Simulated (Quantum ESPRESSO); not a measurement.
## MoS2 under changes of volume

One of the cells (50.735 Å³/atom); the others are scaled copies at fixed shape and fractional positions:

```xyz
3
Lattice="3.1841 0.0000 0.0000 -1.5921 2.7575 0.0000 0.0000 0.0000 17.3346" Properties=species:S:1:pos:R:3 pbc="T T T"
Mo    0.0000    0.0000    0.0000
S     0.0000    1.8384   15.7833
S     0.0000    1.8384    1.5513
```

| Property | Result |
| --- | --- |
| Program | Quantum ESPRESSO 7.5 |
| Functional | r2SCAN |
| Potentials or basis | SG15 PBE 1.2 |
| Cutoff | 952 eV |
| Density cutoff | 3810 eV |
| k mesh | 7 × 7 × 1 |
| Occupations | fermi-dirac, width 0.05 eV |
| Spin | no spin polarisation |

```csv
volume (Å³/atom),energy over the lowest point (meV/atom),gap on the mesh (eV)
47.690,33.86,2.14
48.705,14.48,2.07
49.720,3.47,2.01
50.735,0.00,1.95
51.749,?,?
52.764,12.66,1.83
53.779,27.49,1.77
```

**Question.** What does the run at 51.749 Å³/atom give?

**Answer.** Energy over the lowest point 3.28 meV/atom; gap on the mesh 1.89 eV.

Worked out: A Birch-Murnaghan fit of order 3 (a polynomial in V^(-2/3)) to the other rows has its minimum at 50.73 Å³/atom with B0 = V·E''(V) = 53 GPa and B' = 4.3 at fixed shape and positions, which overstates the stiffness. It gives 3.29 meV/atom at 51.749 Å³/atom, against the run's 3.28. A straight line through the other rows of the gap, of slope -3.05 eV per unit of ln V, gives 1.89 eV, against the run's 1.89.

Energies are extrapolated to zero smearing.

Caveats: the potentials were made for another functional, which shifts forces and pressure.

A mesh can miss the band edges. Spin-orbit coupling on Mo is left out.
